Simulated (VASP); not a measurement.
# Bi (Im-3m) in VASP: a series of runs, part 2 of 2

VASP 6.6.1. Earlier steps stand in the parts before.

## Step 4: Relaxation of the atoms, LDA

File INCAR:

```
ALGO = Normal ; EDIFF = 1E-7
EDIFFG = -0.01 ; ENCUT = 600
GGA = CA ; IBRION = 2
ISIF = 2 ; ISMEAR = 1
LASPH = T ; LCHARG = F
LREAL = F ; LWAVE = F
NELM = 80 ; NSW = 40
PREC = Accurate ; SIGMA = 0.1
```

File KPOINTS:

```
k-points
0
Gamma
  14 14 14
```

File POSCAR:

```
Bi                                      
1.0
   -1.9418254783      1.9418254783      1.9418254783
    1.9418254783     -1.9418254783      1.9418254783
    1.9418254783      1.9418254783     -1.9418254783
  Bi            
     1
Direct
     0.0000000000000000    0.0000000000000000    0.0000000000000000
```

Potentials or basis: VASP PAW LDA potentials, release 64 (Bi_d).

On the command line:

```
cat potpaw_LDA.64/Bi_d/POTCAR > POTCAR
mpirun -np 1 vasp_std > vasp.out
```

OUTCAR:

```text
EDIFF = 1E-7
   EDIFFG = -0.01
   ENCUT = 600
   GGA = CA
   IBRION = 2
   ISIF = 2
   ISMEAR = 1
   LASPH = T
   LREAL = F
   NELM = 80
   NSW = 40
   PREC = Accurate

 ion  position               nearest neighbor table
   1  0.000  0.000  0.000-

  LATTYP: Found a body centered cubic cell.
 ALAT       =     3.8836509566

  Lattice vectors:

 A1 = (  -1.9418254783,   1.9418254783,   1.9418254783)
 A2 = (   1.9418254783,  -1.9418254783,   1.9418254783)
 A3 = (   1.9418254783,   1.9418254783,  -1.9418254783)

Analysis of symmetry for initial positions (statically):
=====================================================================
 Subroutine PRICEL returns:
 Original cell was already a primitive cell.

 Routine SETGRP: Setting up the symmetry group for a
 body centered cubic supercell.

 Subroutine GETGRP returns: Found 48 space group operations
 (whereof 48 operations were pure point group operations)
 out of a pool of 48 trial point group operations.

The static configuration has the point symmetry O_h .

Analysis of symmetry for dynamics (positions and initial velocities):
=====================================================================
 Subroutine PRICEL returns:
 Original cell was already a primitive cell.

 Routine SETGRP: Setting up the symmetry group for a
 body centered cubic supercell.

 Subroutine GETGRP returns: Found 48 space group operations
 (whereof 48 operations were pure point group operations)
 out of a pool of 48 trial point group operations.

The dynamic configuration has the point symmetry O_h .

 Subroutine INISYM returns: Found 48 space group operations
 (whereof 48 operations are pure point group operations),
 and found     1 'primitive' translations

----------------------------------------------------------------------------------------

                                     Primitive cell

  volume of cell :      29.2881

  direct lattice vectors                    reciprocal lattice vectors
    -1.941825478  1.941825478  1.941825478     0.000000000  0.257489669  0.257489669
     1.941825478 -1.941825478  1.941825478     0.257489669  0.000000000  0.257489669
     1.941825478  1.941825478 -1.941825478     0.257489669  0.257489669  0.000000000

  length of vectors
     3.363340388  3.363340388  3.363340388     0.364145382  0.364145382  0.364145382

  position of ions in fractional coordinates (direct lattice)
     0.000000000  0.000000000  0.000000000

  ion indices of the primitive-cell ions
   primitive index   ion index
                 1           1

----------------------------------------------------------------------------------------

 KPOINTS: k-points

Automatic generation of k-mesh.
 Grid dimensions read from file:
 generate k-points for:   14   14   14

 Generating k-lattice:

  Cartesian coordinates                     Fractional coordinates (reciprocal lattice)
     0.000000000  0.018392119  0.018392119     0.071428571  0.000000000  0.000000000
     0.018392119  0.000000000  0.018392119     0.000000000  0.071428571  0.000000000
     0.018392119  0.018392119  0.000000000     0.000000000  0.000000000  0.071428571

  Length of vectors
     0.026010384  0.026010384  0.026010384

  Shift w.r.t. Gamma in fractional coordinates (k-lattice)
     0.000000000  0.000000000  0.000000000

 Subroutine IBZKPT returns following result:
 ===========================================

 Found    104 irreducible k-points:

 Following reciprocal coordinates:
            Coordinates               Weight
  0.000000  0.000000  0.000000      1.000000
  0.071429  0.000000  0.000000     12.000000
  0.142857  0.000000  0.000000     12.000000
  0.214286  0.000000  0.000000     12.000000
  0.285714  0.000000  0.000000     12.000000
  0.357143  0.000000  0.000000     12.000000
[... 16 lines left out ...]
  0.285714  0.285714  0.000000     24.000000
  0.357143  0.285714  0.000000     24.000000
 [... further k-points ...]
   k-points           NKPTS =    104   k-points in BZ     NKDIM =    104   number of bands    NBANDS=     11
   number of dos      NEDOS =    301   number of ions     NIONS =      1
   total plane-waves  NPLWV =  21952
   dimension x,y,z NGX =    28 NGY =   28 NGZ =   28
   dimension x,y,z NGXF=    56 NGYF=   56 NGZF=   56
   ions per type =               1
   NGX,Y,Z   is equivalent  to a cutoff of  13.84, 13.84, 13.84 a.u.
   NGXF,Y,Z  is equivalent  to a cutoff of  27.68, 27.68, 27.68 a.u.
 SYSTEM =  unknown system
   PREC   = accura    normal or accurate (medium, high low for compatibility)
   ISTART =      0    job   : 0-new  1-cont  2-samecut
   ICHARG =      2    charge: 1-file 2-atom 10-const
   ISPIN  =      1    spin polarized calculation?
   LNONCOLLINEAR =      F non collinear calculations
   LSORBIT =      F    spin-orbit coupling
   LASPH  =      T    aspherical Exc in radial PAW
   ENCUT  =  600.0 eV  44.10 Ry    6.64 a.u.   6.72  6.72  6.72*2*pi/ulx,y,z
   NELM   =     80;   NELMIN=  2; NELMDL= -5     # of ELM steps
   EDIFF  = 0.1E-06   stopping-criterion for ELM
   LREAL  =      F    real-space projection
   EDIFFG = -.1E-01   stopping-criterion for IOM
   NSW    =     40    number of steps for IOM
   IBRION =      2    ionic relax: 0-MD 1-quasi-New 2-CG
   NFREE  =      1    steps in history (QN), initial steepest desc. (CG)
   ISIF   =      2    stress and relaxation
   ISYM   =      2    0-nonsym 1-usesym 2-fastsym
   POTIM  = 0.5000    time-step for ionic-motion
   TEBEG  =    0.0;   TEEND  =   0.0 temperature during run
   PSTRESS=    0.0 pullay stress
   NELECT =      15.0000    total number of electrons
   NUPDOWN=      -1.0000    fix difference up-down
   EMIN   =  10.00;   EMAX   =-10.00  energy-range for DOS
   EFERMI =   0.00;   METHOD = LEGACY
   ISMEAR =     1;   SIGMA  =   0.10  broadening in eV -4-tet -1-fermi 0-gaus
   EFERMI_NEDOS =   21; number of points for ismear=-14 and -15
   IALGO  =     38    algorithm
   IMIX   =      4    mixing-type and parameters
     AMIX     =   0.40;   BMIX     =  1.00
     AMIX_MAG =   1.60;   BMIX_MAG =  1.00
  volume/ion in A,a.u.               =      29.29       197.65
  Fermi-wavevector in a.u.,A,eV,Ry     =   1.309810  2.475183 23.342195  1.715603
  Thomas-Fermi vector in A             =   2.440384
   LORBIT       =      0    0 simple, 1 ext, 2 COOP (PROOUT), +10 PAW based schemes
   GGA     = CA    functional components
   LHFCALC =     F    Hartree Fock is set to
   AEXX    =    0.0000 exact exchange contribution
   IVDW    =     0    specifies the selected vdW correction
   LEPSILON=     F    determine dielectric tensor
   LRPA    =     F    only Hartree local field effects (RPA)
 conjugate gradient relaxation of ions
 non-spin polarized calculation
 Methfessel and Paxton  Order N= 1 SIGMA  =   0.10
  energy-cutoff  :      600.00
  volume of cell :       29.29
 maximum number of plane-waves:       992
   NGX = 13   NGY = 13   NGZ = 13

 number of electron      15.0000005 magnetization

 Free energy of the ion-electron system (eV)
  ---------------------------------------------------
  ext. energy  EPLUGINS =         0.00000000
  ---------------------------------------------------
  free energy    TOTEN  =        -4.46115800 eV

  energy without entropy =       -4.46067932  energy(sigma->0) =       -4.46099844

 E-fermi :   8.3731     XC(G=0): -10.8229

 val. band max:        8.3662552488   @ k =   0.1429   0.0714   0.0714
 cond. band min:       8.3935767570   @ k =  -0.4286   0.4286   0.2857
 fundamental gap:      0.0273215082
 Fermi energy:         8.3731205099

 k-point     1 :       0.0000    0.0000    0.0000
  band No.  band energies     occupation
      1     -14.5774      2.00000
      2     -14.5774      2.00000
      3     -14.5774      2.00000
      4     -14.4172      2.00000
      5     -14.4172      2.00000
      6      -5.5169      2.00000
      7      13.9492      0.00000
      8      13.9492      0.00000
      9      13.9492      0.00000
     10      18.4968      0.00000
     11      18.9846      0.00000
[... 309 lines left out ...]
 k-point    24 :       0.3571    0.2857    0.0000
  band No.  band energies     occupation
      1     -14.5886      2.00000
      2     -14.4841      2.00000
      3     -14.4590      2.00000
      4     -14.4115      2.00000
      5     -14.3826      2.00000
      6      -1.6113      2.00000
      7       4.4378      2.00000
      8       5.5685      2.00000
      9      10.9083      0.00000
     10      17.4180      0.00000
     11      19.1911      0.00000

 [... further k-points ...]

------------------------ aborting loop because EDIFF is reached ----------------------------------------

  FORCE on cell =-STRESS in cart. coord.  units (eV):
  Direction    XX          YY          ZZ          XY          YZ          ZX
  --------------------------------------------------------------------------------------
  -------------------------------------------------------------------------------------
  Total       -0.0041569     -0.0041569     -0.0041569      0.0000000      0.0000000      0.0000000
  in kB       -0.2273999     -0.2273999     -0.2273999      0.0000000      0.0000000      0.0000000
  external PRESSURE =      -0.2273999 kB  Pullay stress =       0.0000000 kB

 VOLUME and BASIS-vectors are now :
 -----------------------------------------------------------------------------
  energy-cutoff  :      600.00
  volume of cell :       29.29
      direct lattice vectors                 reciprocal lattice vectors
    -1.941825478  1.941825478  1.941825478     0.000000000  0.257489669  0.257489669
     1.941825478 -1.941825478  1.941825478     0.257489669  0.000000000  0.257489669
     1.941825478  1.941825478 -1.941825478     0.257489669  0.257489669  0.000000000

 POSITION                                       TOTAL-FORCE (eV/Angst)
 -----------------------------------------------------------------------------------
      0.00000      0.00000      0.00000        -0.000000     -0.000000     -0.000000
 -----------------------------------------------------------------------------------
    total drift:                               -0.000000     -0.000000     -0.000000

  FREE ENERGIE OF THE ION-ELECTRON SYSTEM (eV)
  ---------------------------------------------------
  free  energy   TOTEN  =        -4.4611580028 eV

  energy  without entropy=       -4.4606793231  energy(sigma->0) =       -4.46099844

 reached required accuracy - stopping structural energy minimisation
```

Run time: 12 s. Hardware: 1 thread of Intel Xeon 6975P-C (Granite Rapids), shared host; peak memory 0.16 GiB.

What came out:

* Free energy: -4.4612 eV
* Pressure after relaxing: 0.0 GPa
* Band gap on the k mesh: none (metal or under the smearing width)

Final structure:
```
CELL_PARAMETERS angstrom
-1.94183 1.94183 1.94183
1.94183 -1.94183 1.94183
1.94183 1.94183 -1.94183
ATOMIC_POSITIONS crystal
Bi 0.00000 0.00000 0.00000
```

Caveat: the relaxation stopped at its first step, so nothing moved; spin-orbit coupling is left out, which moves the levels of the heavy elements.

## Step 5: Relaxation of the atoms, LDA (a relaxed cell with its volume scaled by 1.02)

INCAR is that of step 4.

KPOINTS is that of step 4.

File POSCAR:

```
Bi                                      
1.0
   -1.9546856244      1.9546856244      1.9546856244
    1.9546856244     -1.9546856244      1.9546856244
    1.9546856244      1.9546856244     -1.9546856244
  Bi            
     1
Direct
     0.0000000000000000    0.0000000000000000    0.0000000000000000
```

On the command line:

```
cat potpaw_LDA.64/Bi_d/POTCAR > POTCAR
mpirun -np 1 vasp_std > vasp.out
```

Wall time 12 s (1 thread of Intel Xeon 6975P-C (Granite Rapids), shared host); peak memory 0.16 GiB.

It converged, with:

```yaml
Free_energy: -4.4590 eV
Pressure_after_relaxing: -1.2 GPa
Band_gap_on_the_k_mesh: none (metal or under the smearing width)
```

Final structure:
```
CELL_PARAMETERS angstrom
-1.95469 1.95469 1.95469
1.95469 -1.95469 1.95469
1.95469 1.95469 -1.95469
ATOMIC_POSITIONS crystal
Bi 0.00000 0.00000 0.00000
```

Levels at points of the mesh, in eV from the Fermi level:
| k point | band 4 | band 5 | band 6 | band 7 | band 8 | band 9 | band 10 | band 11 |
| --- | --- | --- | --- | --- | --- | --- | --- | --- |
| (0.00, 0.00, 0.00) | -22.77 | -22.77 | -13.74 | 5.43 | 5.43 | 5.43 | 9.86 | 10.62 |
| (0.50, 0.00, 0.00) | -22.78 | -22.68 | -10.47 | -5.22 | 1.70 | 3.62 | 6.28 | 7.82 |
| (0.50, 0.50, 0.50) | -22.70 | -22.70 | -8.18 | -1.82 | -1.82 | -1.82 | 3.65 | 3.65 |

Caveat: the relaxation stopped at its first step, so nothing moved; spin-orbit coupling is left out, which moves the levels of the heavy elements.

## Step 6: Overview

```csv
cell,gap on the mesh (eV),pressure (GPa)
atoms relaxed from: a relaxed cell with its volume scaled by 0.96,none,2.8
atoms relaxed from: a relaxed cell with its volume scaled by 0.98,none,1.3
atoms relaxed,none,0.0
atoms relaxed from: a relaxed cell with its volume scaled by 1.02,none,-1.2
```

Alike in all rows: task relaxation of the atoms; level LDA; potentials or basis VASP PAW LDA potentials, release 64 (Bi_d); no spin polarisation; k mesh 14 × 14 × 14; cutoff (eV) 600; smearing methfessel-paxton 0.1 eV.

Caveats: the relaxation stopped at its first step, so nothing moved; spin-orbit coupling is left out, which moves the levels of the heavy elements.

Absolute energies hang on the potentials; compare differences alone.
